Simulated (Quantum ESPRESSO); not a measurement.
## MoS2 under changes of volume

One of the cells (18.982 Å³/atom); the others are scaled copies at fixed shape and fractional positions:

```xyz
3
Lattice="3.2275 0.0000 0.0000 -1.6137 2.7951 0.0000 0.0000 0.0000 6.3125" Properties=species:S:1:pos:R:3 pbc="T T T"
Mo    0.0000    0.0000    3.1562
S     1.6137    0.9317    4.7008
S     0.0000    1.8634    1.6117
```

Measurements of this composition are mostly on another form, of space group No. 194.

```yaml
Program: Quantum ESPRESSO 7.5
Functional: r2SCAN
Potentials_or_basis: SG15 PBE 1.2
Cutoff: 952 eV
Density_cutoff: 3810 eV
k_mesh: 7 × 7 × 3
Occupations: fermi-dirac, width 0.05 eV
Spin: no spin polarisation
```

```tsv
volume (Å³/atom)	energy over the lowest point (meV/atom)	pressure (GPa)
17.843	33.85	9.9
18.222	14.74	6.3
18.602	3.73	3.0
18.982	0.00	0.1
19.361	2.83	-2.5
19.741	11.55	-4.9
20.120	?	?
```

Question: What does the run at 20.120 Å³/atom give?

Answer: Energy over the lowest point 25.56 meV/atom; pressure -7.0 GPa.

Worked out: A Birch-Murnaghan fit of order 3 (a polynomial in V^(-2/3)) to the other rows has its minimum at 19.00 Å³/atom with B0 = V·E''(V) = 137 GPa and B' = 4.4 at fixed shape and positions, which overstates the stiffness. It gives 25.52 meV/atom at 20.120 Å³/atom, against the run's 25.56, and -dE/dV = -6.9 GPa, against -7.0.

Energies are extrapolated to zero smearing.

Caveats: the potentials were made for another functional, which shifts forces and pressure.
